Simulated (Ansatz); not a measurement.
# AlP, space group F-43m: a convergence test of the plane-wave cutoff

Program: Ansatz's Python interface.

Run as a notebook:

**Cell 1**
```python
import ansatz as az
import pandas as pd

alp = (
    az.Lattice.from_parameters(3.854439, 3.854439, 3.854439, alpha=60.0, beta=60.0, gamma=60.0)
    .atom("Al", (0.0, 0.0, 0.0))
    .atom("P", (0.25, 0.25, 0.25))
)

len(alp.resolved().sites)
```
Output:
```text
2
```

**Cell 2**
```python
setup = (
    alp.calculation()
    .kpoints(6, center="gamma")
    .functional(az.Functional.PBE)
    .occupations(az.OccupationsMethod.FIXED)
)
```

**Cell 3**
```python
rows = []
for value in [250, 325, 400, 475, 550]:
    report = setup.basis(value).run(threads=1, pin="off").report
    rows.append((value, report["free_energy_ev"] / len(report["lattice"]["sites"]), report["n_iterations"], report["n_pw"]))
```
Output:
```text
DeckWarning: basis.ecutwfc = 250 eV is below the records' recommended 420 eV, and the density's cutoff is lower with it unless basis.ecutrho_ratio is high enough to keep the records' density cutoff: compare with a run at a higher cutoff
DeckWarning: basis.ecutwfc = 325 eV is below the records' recommended 420 eV, and the density's cutoff is lower with it unless basis.ecutrho_ratio is high enough to keep the records' density cutoff: compare with a run at a higher cutoff
DeckWarning: basis.ecutwfc = 400 eV is below the records' recommended 420 eV, and the density's cutoff is lower with it unless basis.ecutrho_ratio is high enough to keep the records' density cutoff: compare with a run at a higher cutoff
```

**Cell 4**
```python
table = pd.DataFrame(rows, columns=["cutoff (eV)", "F/atom (eV)", "iterations", "plane waves"])
table.round(5)
```
Output:
```text
   cutoff (eV)  F/atom (eV)  iterations  plane waves
0          250   -647.08205           6          339
1          325   -647.19574           6          537
2          400   -647.21201           6          725
3          475   -647.21277           6          941
4          550   -647.21289           6         1243
```

**Cell 5**
```python
# differences from the last row
for row in rows[:-1]:
    shift = 1000 * (row[1] - rows[-1][1])
    print(f"{row[0]}: {shift:+.2f} meV/atom" + ("  (within 1 meV)" if abs(shift) < 1 else ""))
```
Output:
```text
250: +130.84 meV/atom
325: +17.15 meV/atom
400: +0.88 meV/atom  (within 1 meV)
475: +0.12 meV/atom  (within 1 meV)
```

From 400 eV on it stays within 1 meV an atom of the value at 550 eV; the first row (250 eV) is off by 130.8 meV and the last but one by 0.12 meV. The energy falls steadily, as expected when plane waves are added.

Reading the output:
- Of the deposited cell: the entry's cell lengths or inner coordinates differ somewhat from later room-temperature determinations.
- The structure is a deposited one; some such entries were measured under pressure or heat, so a shift against it needn't be the functional's error alone.
- Warnings are shown shortened and without file and line.
- Shifts are counted from the last row, which is itself no proven limit.
- Run time: 4 s on 1 thread of Arm Neoverse V1 (shared host), peak memory 0.37 GiB.
